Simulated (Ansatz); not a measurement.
**SiC at a changed volume — field gradients at the nuclei**

The cell is an entry of the Crystallography Open Database (COD), relaxed with PBE at fixed cell and then changed (volume scaled by 0.94, ions relaxed).

```
Si C
1.0
     3.01321    0.00000    0.00000
    -1.50660    2.60951    0.00000
     0.00000    0.00000    4.94495
Si C
2 2
Direct
  0.33333 0.66667 0.00465
  0.66667 0.33333 0.50465
  0.33333 0.66667 0.38035
  0.66667 0.33333 0.88035
```

Sites (sets of like atoms) are named by element and the number of their first atom in this list.

The numbers come from a DFT calculation in Ansatz (PBE, plane waves and PAW, scalar-relativistic, 420 eV cutoff, Γ-centred 16×16×9 k-points, Fermi–Dirac smearing 0.02 eV).

V_zz is the principal component of the electric field gradient with the largest magnitude, η = (V_xx − V_yy)/V_zz and C_Q = eQV_zz/h.

**Question.** Which values are expected at the nuclei?

**Answer.** 

```json
{"site": "Si", "atoms (order as listed)": "1, 2", "first shell": "4 C at 1.85–1.86 Å", "V_zz (10²¹ V/m²)": "0.30", "η": "0.00", "C_Q (MHz)": "–"}
{"site": "C", "atoms (order as listed)": "3, 4", "first shell": "4 Si at 1.85–1.86 Å", "V_zz (10²¹ V/m²)": "0.21", "η": "0.00", "C_Q (MHz)": "–"}
```

An axis of threefold or higher order runs through Si and C, so V_zz lies along it and η is zero.

Si, C have no stable isotope with a ground-state quadrupole moment in the table, so no C_Q is given.

At this changed cell the PBE pressure is 19 GPa.
